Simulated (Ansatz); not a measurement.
# How the conductance of W/GaN/HfC changes with thickness, part 2 of 5

How fast does the current through W/GaN/HfC fall with each added layer? The lower electrode is W bcc(001), the upper one HfC rock salt(001); the barrier is GaN zinc blende(001) (Ga and Ga faces). In the first transport cell, after relaxation, the nearest pair of electrode and barrier is W–Ga at 2.84 Å, at a slant, at the lower face and C–Ga at 2.35 Å, at a slant, at the upper one. All share a net of side 3.17 Å, which strains the lower electrode by +0.0 %, the upper one by -3.6 % and the barrier by -1.5 %, against typed lattice constants near PBE's. The first steps treat the bulk electrodes alone.

Ansatz 0.2.0; PBE DFT, plane waves, PAW files (the session's first sound run).

So far: Set-up; The strained electrode, 2 atoms, electrode W bcc(001).

## Step 3: The strained electrode, 4 atoms, electrode HfC rock salt(001)

System of this step: HfC. The structure is tetragonal, space group I4/mmm (No. 139). The conventional cell has a = 3.170 Å, b = 3.170 Å, c = 4.767 Å, α = 90.00°, β = 90.00°, γ = 90.00°. Nearest to C lie 6 Hf at 2.24 to 2.38 Å. Hf has 6 C at 2.24 to 2.38 Å nearest. Farther neighbours are not listed.

The electrode is held to the junction's net and relaxed along the normal; its spacing is used for the ideal lead layers.

input.yaml reads:

```yaml
crystal:
  lattice:
    - [3.17, 0.0, 0.0]
    - [0.0, 3.17, 0.0]
    - [0.0, 0.0, 4.7668601051]
  atoms:
    - { symbol: C, position: [0.0, 0.0, 0.0] }
    - { symbol: Hf, position: [0.5, 0.5, 0.0] }
    - { symbol: C, position: [0.5, 0.5, 0.5] }
    - { symbol: Hf, position: [0.0, 0.0, 0.5] }
kpoints:
  mp_grid: { grid: [10, 10, 7] }
scf:
  occupations: { method: fermi_dirac, width: 0.1 }
  max_iter: 150
hamiltonian:
  xc: pbe
relax:
  f_tol: 0.01
  max_steps: 40
  cell: { fix: [a, b, angles] }
```

Started as:

```console
$ ansatz run input.yaml --threads 4 --pin off --max-ram 10240MiB --backend cpu --events-out ev --progress --plain --runs-dir out
```

Numbers of over 12 decimals in the logs are rounded to 6 here.

Output:

```text
[...]
Crystal: 4 atoms, lattice volume = 47.902 Å³
Basis set: ecut = 420 eV, 951 PW (Γ), exchange–correlation on 48×48×64 points (8 copies of the dense FFT grid, shifted against one another)
Bands: 36, of which v1, the nominal top of the filled ones, is band 30 counted from 1 (29 counted from 0)
Symmetry: 32 space group operations
[...]
k-points: 84 of 700
[...]
SCF iter   1: F=—  HF=-31948.023980 eV  |F-HF|=—  |Δ(HF+E_count)|=         —  Δρ=1.46e-3  dr2=6.62e-4  ethr=1.77e-3  ⟨swp⟩=4.4  Hψ=9438  notcnv=0
[...]
SCF iter   6: F=-31948.023960 eV  HF=-31948.023960 eV  |F-HF|=1.52e-9  |Δ(HF+E_count)|=   2.52e-7  Δρ=4.98e-6  dr2=6.95e-9  ethr=1.67e-10  ⟨swp⟩=5.2  Hψ=12709  notcnv=0
SCF 1 converged in 6 iterations: F = -31948.023960 eV  dr2 = 6.95e-9
[...]
relax step   1: F+E_penalty+E_count = -31948.02396013 eV  Δ(F+E_penalty+E_count) = +0.000e0 eV  max|allowed force component| = 8.382e-29 eV/Å  Δτ_max = 0.0000 Å  P = +14.534 GPa  Ω = 47.902 Å³  fix = [a, b, alpha, beta, gamma]  reactions: a +23.895, b +23.895 GPa  (6 SCF iters, dr2 threshold 1.00e-7 eV, accepted)
Crystal: 4 atoms, lattice volume = 47.306 Å³
Basis set: ecut = 420 eV, 935 PW (Γ), exchange–correlation on 48×48×64 points (8 copies of the dense FFT grid, shifted against one another)
[...]
SCF iter   6: F=-31948.029978 eV  HF=-31948.029978 eV  |F-HF|=9.36e-9  |Δ(HF+E_count)|=   1.22e-7  Δρ=1.84e-5  dr2=8.38e-8  ethr=6.67e-10  ⟨swp⟩=4.7  Hψ=11535  notcnv=0
SCF 2 converged in 6 iterations: F = -31948.029978 eV  dr2 = 8.38e-8
relax step   2: F+E_penalty+E_count = -31948.02997844 eV  Δ(F+E_penalty+E_count) = -6.018e-3 eV  max|allowed force component| = 5.068e-29 eV/Å  Δτ_max = 0.0000 Å  P = +17.521 GPa  Ω = 47.306 Å³  energy of the carried Pulay correction = +8.967e-4 eV  fix = [a, b, alpha, beta, gamma]  reactions: a +25.497, b +25.497 GPa  (6 SCF iters, dr2 threshold 4.00e-7 eV, accepted)
Crystal: 4 atoms, lattice volume = 47.468 Å³
[...]
SCF iter   5: F=-31948.030483 eV  HF=-31948.030483 eV  |F-HF|=3.07e-8  |Δ(HF+E_count)|=   7.63e-7  Δρ=2.36e-5  dr2=1.47e-7  ethr=6.67e-10  ⟨swp⟩=4.9  Hψ=11989  notcnv=0
SCF 3 converged in 5 iterations: F = -31948.030483 eV  dr2 = 1.47e-7
relax step   3: F+E_penalty+E_count = -31948.03048264 eV  Δ(F+E_penalty+E_count) = -5.042e-4 eV  max|allowed force component| = 5.916e-30 eV/Å  Δτ_max = 0.0000 Å  P = +16.675 GPa  Ω = 47.468 Å³  energy of the carried Pulay correction = +6.508e-4 eV  fix = [a, b, alpha, beta, gamma]  reactions: a +25.052, b +25.052 GPa  (5 SCF iters, dr2 threshold 4.00e-7 eV, accepted)
[...]
relax step   4: F+E_penalty+E_count = -31948.03049652 eV  Δ(F+E_penalty+E_count) = -1.387e-5 eV  max|allowed force component| = 3.639e-29 eV/Å  Δτ_max = 0.0000 Å  P = +16.715 GPa  Ω = 47.460 Å³  energy of the carried Pulay correction = +6.626e-4 eV  fix = [a, b, alpha, beta, gamma]  reactions: a +25.074, b +25.074 GPa  (4 SCF iters, dr2 threshold 1.57e-8 eV, accepted)
[...]
SCF iter   6: F=-31948.029883 eV  HF=-31948.029883 eV  |F-HF|=7.28e-12  |Δ(HF+E_count)|=  3.64e-11  Δρ=8.11e-8  dr2=6.08e-13  ethr=1.00e-12  ⟨swp⟩=4.7  Hψ=11370  notcnv=0
SCF 5 converged in 6 iterations: F = -31948.029883 eV  dr2 = 6.08e-13
relax step   5: F+E_penalty+E_count = -31948.02988279 eV  Δ(F+E_penalty+E_count) = +6.137e-4 eV  max|allowed force component| = 2.278e-29 eV/Å  Δτ_max = 0.0000 Å  P = +16.700 GPa  Ω = 47.460 Å³  fix = [a, b, alpha, beta, gamma]  reactions: a +25.062, b +25.062 GPa  stress off target by 2.57e-2 GPa on what of the cell is left free  SCF on the basis re-selected at this cell (its energy is not comparable with the rows above)  (6 SCF iters)
basis re-selected at this cell: Δ(F+E_penalty+E_count) = +6.137e-4 eV, ΔP = -0.016 GPa vs the last step (what re-selecting the basis moved, of the pressure what is left beyond the Pulay correction that the steps carried, after the strain that the cell walked since its last selection, with what the two solves' SCF thresholds leave and, on support functions, any second-order correction that the steps lacked; it is no m [...]
SCF converged after 6 iterations
Free energy (F): -31948.029883 eV
[...]
Internal energy: -31948.009925 eV  (E = F + TS)
E sigma→0 (E₀):  -31948.019904 eV
Entropy (-TS):   -0.019958 eV (-4.990 meV/atom)
Fermi energy:    21.462327 eV
[...]
--- Stress (GPa, compression-positive) ---
       25.062138      -0.000000      -0.000000
       -0.000000      25.062138       0.000000
       -0.000000       0.000000      -0.025666
  P = ⅓ Tr σ = 16.6995 GPa (166.995 kbar)
--- Relaxed structure (4 steps of the walk, 4 accepted, 1 SCFs on fresh bases) ---
[...]
cell:  # Å, volume = 47.4603 Å³
    - [3.17, 0, 0]
    - [0, 3.17, 0]
    - [0, 0, 4.722932]
  atoms:
    - { symbol: C, position: [0, 0, 0] }
    - { symbol: Hf, position: [0.500000, 0.500000, 0] }
    - { symbol: C, position: [0.500000, 0.500000, 0.5] }
    - { symbol: Hf, position: [0, 0, 0.5] }
```

Elapsed: 6.9 s, on 4 threads of Arm Neoverse V2, shared host; peak memory 0.44 GiB; 25 s of CPU time.

Step by step:

```csv
step,energy less that of the first step (eV),largest force component (eV/Å),pressure (GPa),volume (Å³)
1,0.0000,0.0000,14.53,47.90
2,-0.0060,0.0000,17.52,47.31
3,-0.0065,0.0000,16.67,47.47
4,-0.0065,0.0000,16.72,47.46
5*,-0.0059,0.0000,16.70,47.46
```

Relaxation steps marked * repeat the geometry before them on a plane-wave basis chosen anew for their cell, so energy and pressure can jump there.

Forces are held to the 32 operations that the run works with; a distortion that breaks them can't arise in this run.

```csv
"conventional cell, symmetrised",before,after,change
a (Å),3.170,3.170,+0.0 %
b (Å),3.170,3.170,+0.0 %
c (Å),4.767,4.723,-0.9 %
volume (Å³/atom),11.98,11.87,-0.9 %
```

Final coordinates:

```cif
data_structure
_symmetry_space_group_name_H-M 'P 1'
_symmetry_Int_Tables_number 1
_cell_length_a 3.1700
_cell_length_b 3.1700
_cell_length_c 4.7229
_cell_angle_alpha 90.000
_cell_angle_beta 90.000
_cell_angle_gamma 90.000
_cell_volume 47.46
loop_
_atom_site_label
_atom_site_type_symbol
_atom_site_fract_x
_atom_site_fract_y
_atom_site_fract_z
_atom_site_occupancy
C1 C 0.00000 0.00000 0.00000 1
Hf2 Hf 0.50000 0.50000 0.00000 1
C3 C 0.50000 0.50000 0.50000 1
Hf4 Hf 0.00000 0.00000 0.50000 1
```

Numbers from this step:

```
free energy  : -31948.0299 eV
Fermi energy : 21.46 eV
pressure     : 16.70 GPa
```

## Step 4: Relaxing the interfaces

System of this step: W/GaN/HfC. The cell holds 21 atoms: 4 W, 5 Ga, 4 N, 4 C and 4 Hf. Cell: a = 3.170 Å, b = 3.170 Å, c = 41.494 Å, α = 90.0°, β = 90.0°, γ = 90.0°. Vacuum lies along c.

Tunnelling depends exponentially on distance, so the interfaces are relaxed first. A short slab in vacuum serves: only the barrier and the layers next to it are taken over, and later cells can add or drop layers in the barrier's middle. The dipole correction removes the field that unlike faces would set up across the vacuum.

input.yaml reads:

```yaml
crystal:
  lattice:
    - [3.17, 0.0, 0.0]
    - [0.0, 3.17, 0.0]
    - [0.0, 0.0, 41.4938321978]
  atoms:
    - { symbol: W, position: [0.5, 0.5, 0.1927997386] }
    - { symbol: W, position: [0.0, 0.0, 0.2309981868] }
    - { symbol: W, position: [0.5, 0.5, 0.269196635] }
    - { symbol: W, position: [0.0, 0.0, 0.3073950832] }
    - { symbol: Ga, position: [0.5, 0.5, 0.351357876] }
    - { symbol: "N", position: [0.0, 0.5, 0.3790539206] }
    - { symbol: Ga, position: [0.0, 0.0, 0.4067499652] }
    - { symbol: "N", position: [0.5, 0.0, 0.4344460098] }
    - { symbol: Ga, position: [0.5, 0.5, 0.4621420543] }
    - { symbol: "N", position: [0.0, 0.5, 0.4898380989] }
    - { symbol: Ga, position: [0.0, 0.0, 0.5175341435] }
    - { symbol: "N", position: [0.5, 0.0, 0.5452301881] }
    - { symbol: Ga, position: [0.5, 0.5, 0.5729262327] }
    - { symbol: C, position: [0.0, 0.5, 0.6348785023] }
    - { symbol: Hf, position: [0.5, 0.0, 0.6348785023] }
    - { symbol: C, position: [0.5, 0.0, 0.6923190887] }
    - { symbol: Hf, position: [0.0, 0.5, 0.6923190887] }
    - { symbol: C, position: [0.0, 0.5, 0.7497596751] }
    - { symbol: Hf, position: [0.5, 0.0, 0.7497596751] }
    - { symbol: C, position: [0.5, 0.0, 0.8072002614] }
    - { symbol: Hf, position: [0.0, 0.5, 0.8072002614] }
kpoints:
  mp_grid: { grid: [8, 8, 1] }
scf:
  occupations: { method: fermi_dirac, width: 0.1 }
  max_iter: 150
hamiltonian:
  xc: pbe
efield:
  axis: 3
  dipole_correction: true
relax:
  f_tol: 0.04
  max_steps: 60
output:
  forces: true
```

Output:

```text
[...]
Crystal: 21 atoms, lattice volume = 416.967 Å³
Basis set: ecut = 420 eV, 8187 PW (Γ), exchange–correlation on 48×48×576 points (8 copies of the dense FFT grid, shifted against one another)
Bands: 157, of which v1, the nominal top of the filled ones, is band 131 counted from 1 (130 counted from 0)
Symmetry: 4 space group operations
[...]
k-points: 25 of 64
[...]
SCF iter   1: F=—  HF=-125882.799239 eV  |F-HF|=—  |Δ(HF+E_count)|=         —  Δρ=6.56e-3  dr2=8.41e0  ethr=1.77e-3  p=0.059 e·Å  D=2.57e-2 V/Å  ΔV_dip=-1.07 eV  dr2_dipole=5.13e0  V_vac-E_F(+/−)=3.35/4.43 eV  ⟨swp⟩=7.4  Hψ=15823  notcnv=0  defer=103
efield: sawtooth ramp at fractional position 0.9500 (placed from the atoms, in the widest stretch of the axis that holds none; the zero of the levels goes with the place), width 0.1000; the density the first Hamiltonian is built on has a dipole p = 0.059 e·Å; the dipole correction subtracts the counter field D = 2.57e-2 V/Å, which shifts the + side's vacuum level by -1.07 eV against the − side's; the planar-averaged density in the ramp window peaks in size at 1.1e-4 e/Å³
[...]
SCF iter   2: F=—  HF=-125882.663820 eV  |F-HF|=—  |Δ(HF+E_count)|=   1.35e-1  Δρ=3.63e-3  dr2=3.89e-1  ethr=1.77e-3  p=0.045 e·Å  D=1.96e-2 V/Å  ΔV_dip=-0.81 eV  dr2_dipole=3.54e-1  V_vac-E_F(+/−)=3.42/4.23 eV  ⟨swp⟩=2.0  Hψ=4856  notcnv=0  defer=192
[...]
SCF iter   7: F=-125882.648577 eV  HF=-125882.648607 eV  |F-HF|=3.07e-5  |Δ(HF+E_count)|=   3.00e-6  Δρ=3.97e-5  dr2=2.57e-5  ethr=1.53e-8  p=0.040 e·Å  D=1.74e-2 V/Å  ΔV_dip=-0.72 eV  dr2_dipole=8.85e-6  V_vac-E_F(+/−)=3.50/4.22 eV  ⟨swp⟩=5.1  Hψ=15429  notcnv=0
WARN: efield: at this solve's end the planar-averaged density reaches 2.19e-5 e/Å³ inside the ramp window [0.9259, 0.0741] (bound 1e-5 e/Å³); by the running means of the window's planes the mean density over a ramp is at most 2.08e-5 e/Å³, which is held to the bound (the quickstart, § The vacuum guard, A window that rings); the window's nearer edge stands 4.93 Å from this solve's nearest atom along the axis. Its work [...]
SCF 1 converged in 7 iterations: F = -125882.648577 eV  dr2 = 2.57e-5
[...]
relax step   1: F+E_penalty+E_count = -125882.64857674 eV  Δ(F+E_penalty+E_count) = +0.000e0 eV  max|allowed force component| = 1.769e0 eV/Å  Δτ_max = 0.0000 Å  (7 SCF iters, dr2 threshold 4.00e-5 eV, accepted)
[...]
SCF iter   1: F=—  HF=-125883.040807 eV  |F-HF|=—  |Δ(HF+E_count)|=         —  Δρ=1.05e-2  dr2=2.89e0  ethr=1.10e-3  p=0.040 e·Å  D=1.74e-2 V/Å  ΔV_dip=-0.72 eV  dr2_dipole=1.07e0  V_vac-E_F(+/−)=3.60/4.32 eV  ⟨swp⟩=1.0  Hψ=13067  notcnv=0  defer=135
efield: sawtooth ramp at fractional position 0.9500 (handed on by an earlier solve), width 0.1000; the density the first Hamiltonian is built on has a dipole p = 0.040 e·Å; the dipole correction subtracts the counter field D = 1.74e-2 V/Å, which shifts the + side's vacuum level by -0.72 eV against the − side's; the planar-averaged density in the ramp window peaks in size at 1.6e-5 e/Å³
[...]
SCF iter   2: F=—  HF=-125882.980298 eV  |F-HF|=—  |Δ(HF+E_count)|=   6.05e-2  Δρ=4.64e-3  dr2=3.79e-1  ethr=1.10e-3  p=0.003 e·Å  D=1.26e-3 V/Å  ΔV_dip=-0.05 eV  dr2_dipole=1.46e-1  V_vac-E_F(+/−)=3.92/3.98 eV  ⟨swp⟩=3.2  Hψ=5310  notcnv=0  defer=134
[...]
SCF iter   6: F=-125882.940860 eV  HF=-125882.940869 eV  |F-HF|=8.85e-6  |Δ(HF+E_count)|=   4.58e-5  Δρ=6.35e-5  dr2=2.78e-5  ethr=3.83e-8  p=0.009 e·Å  D=4.06e-3 V/Å  ΔV_dip=-0.17 eV  dr2_dipole=7.68e-6  V_vac-E_F(+/−)=3.96/4.13 eV  ⟨swp⟩=4.0  Hψ=17538  notcnv=0
[...]
SCF 2 converged in 6 iterations: F = -125882.940860 eV  dr2 = 2.78e-5
[...]
relax step   2: F+E_penalty+E_count = -125882.94086000 eV  Δ(F+E_penalty+E_count) = -2.923e-1 eV  max|allowed force component| = 1.828e0 eV/Å  Δτ_max = 0.1948 Å  (6 SCF iters, dr2 threshold 1.00e-4 eV, accepted)
SCF iter   1: F=—  HF=-125883.259689 eV  |F-HF|=—  |Δ(HF+E_count)|=         —  Δρ=1.34e-2  dr2=1.06e1  ethr=3.10e-3  p=0.009 e·Å  D=4.06e-3 V/Å  ΔV_dip=-0.17 eV  dr2_dipole=5.24e0  V_vac-E_F(+/−)=3.91/4.08 eV  ⟨swp⟩=4.7  Hψ=8107  notcnv=0  defer=74
[...]
SCF iter   6: F=-125883.075921 eV  HF=-125883.075947 eV  |F-HF|=2.65e-5  |Δ(HF+E_count)|=   9.92e-6  Δρ=5.09e-5  dr2=3.06e-5  ethr=3.83e-8  p=0.011 e·Å  D=4.80e-3 V/Å  ΔV_dip=-0.20 eV  dr2_dipole=2.05e-6  V_vac-E_F(+/−)=3.90/4.10 eV  ⟨swp⟩=4.1  Hψ=17044  notcnv=0
[...]
SCF 3 converged in 6 iterations: F = -125883.075921 eV  dr2 = 3.06e-5
relax step   3: F+E_penalty+E_count = -125883.07592087 eV  Δ(F+E_penalty+E_count) = -1.351e-1 eV  max|allowed force component| = 3.146e-1 eV/Å  Δτ_max = 0.1845 Å  (6 SCF iters, dr2 threshold 1.00e-4 eV, accepted)
[... from here on, the SCF cycles and remarks between the steps are left out ...]
relax step   4: F+E_penalty+E_count = -125883.09463056 eV  Δ(F+E_penalty+E_count) = -1.871e-2 eV  max|allowed force component| = 1.753e-1 eV/Å  Δτ_max = 0.0750 Å  (7 SCF iters, dr2 threshold 6.19e-6 eV, accepted)
relax step   5: F+E_penalty+E_count = -125883.10108552 eV  Δ(F+E_penalty+E_count) = -6.455e-3 eV  max|allowed force component| = 1.335e-1 eV/Å  Δτ_max = 0.0239 Å  (7 SCF iters, dr2 threshold 1.92e-6 eV, accepted)
relax step   6: F+E_penalty+E_count = -125883.11232379 eV  Δ(F+E_penalty+E_count) = -1.124e-2 eV  max|allowed force component| = 1.205e-1 eV/Å  Δτ_max = 0.0922 Å  (8 SCF iters, dr2 threshold 5.53e-6 eV, accepted)
relax step   7: F+E_penalty+E_count = -125883.13074512 eV  Δ(F+E_penalty+E_count) = -1.842e-2 eV  max|allowed force component| = 1.901e-1 eV/Å  Δτ_max = 0.1619 Å  (8 SCF iters, dr2 threshold 8.43e-6 eV, accepted)
relax step   8: F+E_penalty+E_count = -125883.15268706 eV  Δ(F+E_penalty+E_count) = -2.194e-2 eV  max|allowed force component| = 3.211e-1 eV/Å  Δτ_max = 0.1497 Å  (6 SCF iters, dr2 threshold 2.95e-5 eV, accepted)
relax step   9: F+E_penalty+E_count = -125883.17071296 eV  Δ(F+E_penalty+E_count) = -1.803e-2 eV  max|allowed force component| = 3.794e-1 eV/Å  Δτ_max = 0.1923 Å  (6 SCF iters, dr2 threshold 1.00e-4 eV, accepted)
relax step  10: F+E_penalty+E_count = -125883.15910366 eV  Δ(F+E_penalty+E_count) = +1.161e-2 eV  max|allowed force component| = 3.698e-1 eV/Å  Δτ_max = 0.0958 Å  (6 SCF iters, dr2 threshold 1.00e-4 eV, rejected (line search))
relax step  11: F+E_penalty+E_count = -125883.18059575 eV  Δ(F+E_penalty+E_count) = -9.883e-3 eV  max|allowed force component| = 9.074e-2 eV/Å  Δτ_max = 0.0278 Å  (9 SCF iters, accepted)
SCF iter   1: F=—  HF=-125883.181472 eV  |F-HF|=—  |Δ(HF+E_count)|=         —  Δρ=9.02e-4  dr2=4.33e-3  ethr=1.34e-4  p=0.009 e·Å  D=4.02e-3 V/Å  ΔV_dip=-0.17 eV  dr2_dipole=1.08e-4  V_vac-E_F(+/−)=3.95/4.12 eV  ⟨swp⟩=2.0  Hψ=5303  notcnv=0  defer=225
[...]
SCF iter   7: F=-125883.181219 eV  HF=-125883.181219 eV  |F-HF|=8.44e-10  |Δ(HF+E_count)|=   3.83e-8  Δρ=1.25e-6  dr2=1.23e-8  ethr=3.83e-11  p=0.010 e·Å  D=4.27e-3 V/Å  ΔV_dip=-0.18 eV  dr2_dipole=2.05e-9  V_vac-E_F(+/−)=3.94/4.12 eV  ⟨swp⟩=4.7  Hψ=13353  notcnv=0
SCF 12 converged in 7 iterations: F = -125883.181219 eV  dr2 = 1.23e-8
relax step  12: F+E_penalty+E_count = -125883.18121909 eV  Δ(F+E_penalty+E_count) = -6.233e-4 eV  max|allowed force component| = 2.277e-2 eV/Å  Δτ_max = 0.0096 Å  (7 SCF iters, accepted)
SCF converged after 7 iterations
Free energy (F): -125883.181219 eV
[...]
Internal energy: -125882.934873 eV  (E = F + TS)
E sigma→0 (E₀):  -125883.058046 eV
Entropy (-TS):   -0.246346 eV (-11.731 meV/atom)
Fermi energy:    9.894505 eV
Dipole field:    D = 0.004227 V/Å  (p = 0.009739 e·Å, saw-weighted, corrected)
Work function:   Φ+ = 3.9424 eV   Φ− = 4.1177 eV
Levels:          The Fermi level and band energies are counted from a zero that moves with the ramp; work functions are not
[...]
--- Forces (eV/Å), atoms counted from 1 ---
  atom   1  W      0.00000000     0.00000000     0.00833431
  atom   2  W      0.00000000     0.00000000    -0.00199673
  atom   3  W      0.00000000     0.00000000    -0.00879805
  atom   4  W      0.00000000     0.00000000    -0.00329710
  atom   5  Ga     0.00000000     0.00000000    -0.00719028
  atom   6  N      0.00000000     0.00000000     0.01166037
  atom   7  Ga     0.00000000     0.00000000    -0.00146260
  atom   8  N      0.00000000     0.00000000    -0.00015193
  atom   9  Ga     0.00000000     0.00000000     0.00706900
  atom  10  N      0.00000000     0.00000000     0.00210772
  atom  11  Ga     0.00000000     0.00000000    -0.00409283
  atom  12  N      0.00000000     0.00000000     0.01487396
  atom  13  Ga     0.00000000     0.00000000    -0.01179916
  atom  14  C      0.00000000     0.00000000    -0.00639600
  atom  15  Hf     0.00000000     0.00000000    -0.00929896
  atom  16  C      0.00000000     0.00000000     0.00309744
  atom  17  Hf     0.00000000     0.00000000    -0.00110950
  atom  18  C      0.00000000     0.00000000    -0.00605456
  atom  19  Hf     0.00000000     0.00000000     0.02276889
  atom  20  C      0.00000000     0.00000000     0.01387041
  atom  21  Hf     0.00000000     0.00000000    -0.02211453
  max |Σ_I F_I| component: 1.99e-5 eV/Å
--- Relaxed structure (12 steps of the walk, 11 accepted, 0 SCFs on fresh bases) ---
  F+E_penalty+E_count = -125883.18121909 eV   max|allowed force component| = 2.277e-2 eV/Å
  atoms:
    - { symbol: W, position: [0.5, 0.5, 0.201386] }
    - { symbol: W, position: [0.0, 0.0, 0.234830] }
    - { symbol: W, position: [0.5, 0.5, 0.275328] }
    - { symbol: W, position: [0.0, 0.0, 0.310649] }
    - { symbol: Ga, position: [0.5, 0.5, 0.352509] }
    - { symbol: N, position: [0.0, 0.5, 0.383220] }
    - { symbol: Ga, position: [0.0, 0.0, 0.410102] }
    - { symbol: N, position: [0.5, 0.0, 0.438871] }
    - { symbol: Ga, position: [0.5, 0.5, 0.465778] }
    - { symbol: N, position: [0.0, 0.5, 0.494558] }
    - { symbol: Ga, position: [0.0, 0.0, 0.521478] }
    - { symbol: N, position: [0.5, 0.0, 0.550301] }
    - { symbol: Ga, position: [0.5, 0.5, 0.578151] }
    - { symbol: C, position: [0.0, 0.5, 0.620045] }
    - { symbol: Hf, position: [0.5, 0.0, 0.632660] }
    - { symbol: C, position: [0.5, 0.0, 0.685677] }
    - { symbol: Hf, position: [0.0, 0.5, 0.688098] }
    - { symbol: C, position: [0.0, 0.5, 0.743143] }
    - { symbol: Hf, position: [0.5, 0.0, 0.742659] }
    - { symbol: C, position: [0.5, 0.0, 0.800866] }
    - { symbol: Hf, position: [0.0, 0.5, 0.797676] }
```

Run time: 7.7 min. Hardware: 4 threads; peak memory 2.5 GiB; 30 min of CPU time.

This run has no spin polarisation although its electron count is odd.

The steps of the relaxation:

```csv
step,energy less that of the first step (eV),largest force component (eV/Å)
1,0.0000,1.7686
2,-0.2923,1.8279
3,-0.4273,0.3146
4,-0.4461,0.1753
5,-0.4525,0.1335
6,-0.4637,0.1205
7,-0.4822,0.1901
8,-0.5041,0.3211
9,-0.5221,0.3794
10,-0.5105,0.3698
11,-0.5320,0.0907
12,-0.5326,0.0228
```

Relaxation step 10 was tried and not accepted.

The run keeps the 4 symmetry operations that it works with, so distortions that break them were not tested.

The atoms that moved most (Å):

```csv
atom,dx,dy,dz,length
C14,0.000,0.000,-0.616,0.616
Hf21,0.000,0.000,-0.395,0.395
W1,0.000,0.000,0.356,0.356
Hf19,0.000,0.000,-0.295,0.295
C16,0.000,0.000,-0.276,0.276
C18,0.000,0.000,-0.275,0.275
C20,0.000,0.000,-0.263,0.263
W3,0.000,0.000,0.254,0.254
```

Numbers from this step:

```yaml
free_energy: -125883.1812 eV
fermi_energy: 9.895 eV
```

The largest force component on a free atom ends at 0.023 eV/Å. At one or more of this run's solves the program warned of density in the dipole ramp over its bound, where dipole, forces and levels can be off.

[end of part 2 of 5]

[Logs are printed without paths, hosts, clocks, repeated set-up lines and the standing remarks that a program may print on its own settings, such as how far it seeks lower states.]

[Hosts, paths, dates, database ids (printed as entryN), source tags and the programs' standing remarks are cut or masked in the printed files.]
